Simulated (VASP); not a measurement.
**InPd: band structure with revPBE**

InPd:

```
CELL_PARAMETERS angstrom
3.27188 0.00000 0.00000
0.00000 3.27188 0.00000
0.00000 0.00000 3.27188
ATOMIC_POSITIONS crystal
In 0.00000 0.00000 0.00000
Pd 0.50000 0.50000 0.50000
```

The cell comes from a database or a generator and needn't be the stable form of this composition.

| Property | Result |
| --- | --- |
| Program | VASP 6.6.1 |
| Task | band structure |
| Functional | revPBE |
| Potentials or basis | VASP PAW PBE potentials, release 64 (In_d, Pd) |
| Cutoff | 520 eV |
| k mesh | 8 × 8 × 8 |
| Occupations | fermi-dirac, width 0.05 eV |
| Spin | no spin polarisation |
| Further INCAR settings | ALGO = Normal; EDIFF = 1e-06 |

The pressure is 6.2 GPa and the band gap along the path is none (metal or under the smearing width).

Levels at the corners of the path, in eV from the Fermi level:
```
point  band 9  band 10  band 11  band 12  band 13  band 14
    Γ   -2.19    -2.19    -2.19     4.33     4.33     4.33
    X   -3.18    -3.18    -2.27    -1.03     9.67     9.67
    X   -3.18    -3.18    -2.27    -1.03     9.67     9.67
    M   -2.60    -2.23    -2.23    -1.62     1.56     2.57
    M   -2.60    -2.23    -2.23    -1.62     1.56     2.57
    Γ   -2.19    -2.19    -2.19     4.33     4.33     4.33
    Γ   -2.19    -2.19    -2.19     4.33     4.33     4.33
    R   -1.58    -1.58     0.06     3.87     3.87     3.87
    R   -1.58    -1.58     0.06     3.87     3.87     3.87
    X   -3.18    -3.18    -2.27    -1.03     9.67     9.67
    M   -2.60    -2.23    -2.23    -1.62     1.56     2.57
    R   -1.58    -1.58     0.06     3.87     3.87     3.87
```

It took 21 s on 1 thread of AMD EPYC 9R45 96-Core Processor (Zen 5), with other jobs on the host, peak memory 0.13 GiB.

Caveat: the PAW data sets were made with another functional, which shifts forces and pressure a little; spin-orbit coupling is left out, which moves the levels of the heavy elements.
